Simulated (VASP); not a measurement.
Input of a VASP 6.6.1 run:

Contents of INCAR:

```
SYSTEM = ZrB
ALGO = Normal
EDIFF = 1E-7
ENCUT = 520
GGA = PS
ISIF = 2
ISMEAR = 0
LASPH = .True.
LCHARG = .False.
LREAL = .False.
LWAVE = .False.
NBANDS = 14
NELM = 80
PREC = Accurate
SIGMA = 0.1
```

The input KPOINTS:

```
k-points
0
Gamma
  6 6 6
  0 0 0
```

Contents of POSCAR:

```
ZrB
1.0
    0.0000000000      2.3250000000      2.3250000000
    2.3250000000      0.0000000000      2.3250000000
    2.3250000000      2.3250000000      0.0000000000
Zr B
1 1
Direct
    0.0000000000      0.0000000000      0.0000000000
    0.5000000000      0.5000000000      0.5000000000
```

Potentials or basis: VASP PAW PBE potentials, release 64 (Zr_sv, B).

Launch:

```console
$ cat potpaw_PBE.64/Zr_sv/POTCAR potpaw_PBE.64/B/POTCAR > POTCAR
$ mpirun -np 1 vasp_std > vasp.out
```

**Question.** Predict the band gap on the k mesh.

**Answer.** None (metal or under the smearing width).

**Question.** What does it give for the pressure?

**Answer.** 29.8 GPa.

Caveat: the k mesh is coarse (spacing up to 0.39 Å⁻¹), so the values aren't converged; a pressure of tens of GPa on the cell as given is suspect, and the run, the potentials or the cell itself is likely at fault; the PAW data sets were made with another functional, which shifts forces and pressure a little.
